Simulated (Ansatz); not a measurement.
Wanted: the native input for an Ansatz 0.2.0 run.

* Task: relaxation of cell and atoms
* Functional: revPBE
* Potentials or basis: Ansatz PAW
* Cutoff: 420 eV (not typed: the program's choice for these potentials)
* k mesh: 12 × 12 × 12
* Occupations: fermi-dirac, width 0.05 eV
* Spin: no spin polarisation

Si2Mo:

```
Mo Si
1.0
    -1.60000    1.60000    3.93050
     1.60000   -1.60000    3.93050
     1.60000    1.60000   -3.93050
Mo Si
1 2
Direct
  0.00000 0.00000 0.00000
  0.66700 0.66700 0.00000
  0.33300 0.33300 0.00000
```

One way to write it, as run:

input.yaml

```yaml
crystal:
  lattice:
    - [-1.6, 1.6, 3.9305]
    - [1.6, -1.6, 3.9305]
    - [1.6, 1.6, -3.9305]
  atoms:
    - { symbol: Mo, position: [0.0, 0.0, 0.0] }
    - { symbol: Si, position: [0.667, 0.667, 0.0] }
    - { symbol: Si, position: [0.333, 0.333, 0.0] }
hamiltonian:
  xc: revpbe
  pseudopotentials: { kind: paw }
kpoints:
  mp_grid: { grid: [12, 12, 12] }
scf:
  occupations: { method: fermi_dirac, width: 0.05 }
output:
  forces: true
  stress: true
  eigenvalues: true
relax:
  f_tol: 0.01
  max_steps: 40
  cell: { stress_tol: 0.05 }
```

Potentials or basis: Ansatz PAW.

Command:

```sh
$ ansatz run input.yaml --threads 2 --pin off --max-ram 5632MiB --backend cpu --events-out ev --progress --plain --runs-dir out
```

Results of the run:

```
Relaxed volume                         : 13.71 Å³/atom
Relaxed cell                           : a = 4.560 Å, b = 4.560 Å, c = 4.560 Å, α = 138.56°, β = 138.56°, γ = 60.05°
Space group after relaxing (to 0.05 Å) : I4/mmm (No. 139)
Energy gained by relaxing              : 5.2 meV/atom
Ionic steps                            : 6
Pressure after relaxing                : 0.0 GPa
Band gap on the k mesh                 : none (metal or under the smearing width)
```

Caveat: the plane-wave basis is chosen anew once the cell has moved, so the energies of steps on either side of that aren't comparable; the PAW data sets come from PBE, with cores solved anew for the run's functional, which leaves a small shift of forces and pressure.

Wall time 16 s on 2 threads of Arm Neoverse V1 (shared host), peak memory 0.4 GiB.
